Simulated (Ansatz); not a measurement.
# Ga: the change of energy less free atoms and pressure with volume per atom

Results calculated with Ansatz 0.2.0, not measured. Periodic Kohn-Sham DFT of a crystal at fixed atoms; pressure and stress are positive in compression; the energy is the free energy less that of spherical unpolarised free atoms; site moments are those in the method's own spheres, positive along +z.

Cell of the first row (space group Cmce, No. 64):
```
cell vectors (Å)
   2.2093    -3.7444     0.0000
   2.2093     3.7444     0.0000
   0.0000     0.0000     4.4245
atoms (fractions of the cell vectors)
Ga  0.15250  0.84750  0.07850
Ga  0.65250  0.34750  0.42150
Ga  0.84750  0.15250  0.92150
Ga  0.34750  0.65250  0.57850
```

Settings of every row: method all-electron LAPW; functional PBE; relativity scalar; k mesh 9x9x8; filling fermi-dirac; smearing width 0.05 eV; basis error target 1 meV/atom; nucleus gaussian.

Atom start moment: 0 on all atoms.

```
row  volume per atom (Å³)  energy less free atoms (eV/atom)  pressure (GPa)
  1                18.301                           -2.8576           6.692
  2                 18.69                           -2.8718           5.049
  3                 19.08                           -2.8823           3.598
  4                19.274                           -2.8862           2.935
  5                19.469                                 ?               ?
  6                19.664                           -2.8918           1.715
  7                19.858                           -2.8936           1.155
  8                20.248                           -2.8951           0.133
  9                20.637                           -2.8943          -0.768
```

Question: what energy less free atoms and pressure should row 5 give?

Worked fit of energy less free atoms. Take u = (V_r/V)^(2/3) − 1 with V_r = 19.469 Å³ an atom, which is twice the finite (Eulerian) strain; such expansions in the strain, on which the Birch-Murnaghan equation of state is built, carry the rest volume and the bulk modulus. The shown rows have u = 0.04211, 0.0276, 0.01355, 0.00673, -0.00662, -0.0131, -0.02582, -0.0381. Least squares give energy less free atoms = −2.8894 + 0.4193 × u + 7.791 × u² + 4.3 × u³ eV/atom; a parabola predicts inner rows, each left out in turn, worse (root mean square 7.8e-05 against 3.7e-05 eV/atom). All shown rows lie on it to the printed digit. Its lowest point lies at u = -0.0275, or V = 20.3 Å³ an atom, and the curvature there gives the bulk modulus at fixed shape and fractions, B = (4/9)(1 + u)² E″(u)/V = 49.3 GPa. Letting shape and atoms relax would as a rule lower it, by much in layered, chain or molecular crystals. The withheld row has u = 0, so the fit gives −2.8894 + 0.4193 × (0) + 7.791 × (0)² + 4.3 × (0)³ = -2.8894 eV/atom.

The calculation gave -2.8894 eV/atom. The fit meets it to the printed digit.

Worked fit of pressure. Take u = (V_r/V)^(2/3) − 1 with V_r = 19.469 Å³ an atom, which is twice the finite (Eulerian) strain; such expansions in the strain, on which the Birch-Murnaghan equation of state is built, carry the rest volume and the bulk modulus. The shown rows have u = 0.04211, 0.0276, 0.01355, 0.00673, -0.00662, -0.0131, -0.02582, -0.0381. Least squares give pressure = 2.304 + 91.71 × u + 293.13 × u² GPa; a straight line predicts inner rows, each left out in turn, worse (root mean square 0.15 against 0.0063 GPa). The rows lie off it by 0.006, -0.009, -0.002, 0.001, 0.005, 0.002, 0.002, -0.003 (root mean square 0.0045 GPa). The pressure vanishes at u = -0.0275, or V = 20.3 Å³ an atom, and there the bulk modulus at fixed shape and fractions is B = −V dP/dV = (2/3)(1 + u) dP/du = 49 GPa. Letting shape and atoms relax would as a rule lower it, by much in layered, chain or molecular crystals. The withheld row has u = 0, so the fit gives 2.304 + 91.71 × (0) + 293.13 × (0)² = 2.304 GPa.

The calculation gave 2.308 GPa. The fit lies 0.004 GPa (0.054 % of the column's range) below it; its largest miss of a shown row is 0.009 GPa.
